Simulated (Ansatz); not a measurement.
# C (Fmmm), random displacements

Method: DFT LDA, scalar-relativistic, plane waves, PAW in Ansatz 0.2.0. Settings: plane waves to 420 eV, k-mesh 10×10×10 (Γ-centred), Gaussian smearing 0.03 eV. No spin polarisation. Energies are free energies at this smearing, counted from the undisturbed cell; pressure is positive in compression.

The starting cell (relaxed at this level; this form isn't the usual structure):

```xyz
8
Lattice="0.0000 -4.2333 0.0000 -2.4456 -2.1167 -3.3597 2.4456 -2.1167 -3.3597" Properties=species:S:1:pos:R:3 pbc="T T T"
C     0.0000   -5.6442   -3.3597
C     0.0000   -3.5276    0.0000
C    -1.2228   -3.5276   -3.3597
C     1.2228   -3.5276   -3.3597
C     0.0000   -2.8224   -3.3597
C     0.0000   -0.7057    0.0000
C    -1.2228   -4.9390   -3.3597
C     1.2228   -4.9390   -3.3597
```

The cell holds layers and no dispersion correction was added, so their binding is poorly described.

After a displacement of all atoms with no net shift, the run gives ΔE = 242.5 meV/atom; stress (xx, yy, zz, yz, xz, xy; compression positive) (20.99, -0.49, -0.63, 0.95, 2.03, 10.56) GPa.

```csv
atom,Fx (eV/Å),Fy,Fz
C1,-5.874,-5.892,0.592
C2,-2.293,-4.363,-0.052
C3,-6.516,-4.472,-0.684
C4,-3.643,-4.800,1.037
C5,6.667,4.622,-0.988
C6,3.475,4.052,0.852
C7,-0.456,5.777,0.293
C8,8.639,5.076,-1.050
```

Q: Which displacements (Å, in the unstrained cell) and strain were applied?

A:
```tsv
atom	ux	uy	uz
C1	0.05	0.03	-0.02
C2	0.01	0.06	-0.01
C3	0.06	0.02	0.02
C4	0.01	0.07	-0.03
C5	-0.05	-0.03	0.06
C6	-0.02	-0.04	-0.07
C7	0.03	-0.08	-0.03
C8	-0.09	-0.02	0.07
```
The cell is not strained.

Cost: 1 run of about 1.6 core-minutes, on Intel Xeon Processor @ 2.70GHz (shared hosts).